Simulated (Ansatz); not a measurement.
# PBE against r2SCAN: ZnTe, uniaxial strain ε_zz = +4.85 %

Start from ZnTe in the zinc blende structure (space group F-43m, No. 216; a = 6.179 Å). Axes: x, y, z lie along the cube axes.

(Cell as relaxed with PBE.)

Levels (all Ansatz, a first-principles code, PAW, earlier PAW set): PBE (420 eV, no spin-orbit coupling); r2SCAN (500 eV, no SOC).

Each level relaxes its own structure.

```tsv
base	PBE	r2SCAN
volume per atom	29.49 Å³	28.58 Å³
lattice parameter a	617.9 pm	611.5 pm
band gap	1.07 eV	1.78 eV
```

The change: the cell is stretched by 4.85 % along z with no lateral relaxation, atoms relaxed at fixed cell.

| quantity | PBE | r2SCAN |
|---|---|---|
| shortest interatomic distance | 272.0 pm | ? |
| shift of the gap caused by the change | -0.28 eV | ? |
| stress (xx, yy, zz, yz, xz, xy; compression positive) | (-1.34, -1.34, -2.86, 0.00, 0.00, 0.00) GPa | ? |
| energy relative to the base (free energy F) | +13 meV/atom | ? |
| band gap | 0.79 eV | ? |

Problem. Predict the r2SCAN column.

Solution. 
- shortest interatomic distance, r2SCAN: 269.1 pm
- shift of the gap caused by the change, r2SCAN: -0.31 eV
- stress (xx, yy, zz, yz, xz, xy; compression positive), r2SCAN: (-1.57, -1.57, -3.25, 0.00, 0.00, 0.00) GPa
- energy relative to the base (free energy F), r2SCAN: +14 meV/atom
- band gap, r2SCAN: 1.47 eV

PBE's shortest interatomic distance lies 2.84 pm above r2SCAN's (1.1 %); PBE's shift of the gap caused by the change lies 0.03 eV above r2SCAN's; PBE's energy relative to the base lies 1.3 meV/atom below r2SCAN's; PBE's band gap lies 0.68 eV below r2SCAN's. Neither level is exact; r2SCAN is the comparison here, not a measurement.

Spin-orbit coupling, missing from the scalar runs, can matter with Te. Stability against distortions was not tested.
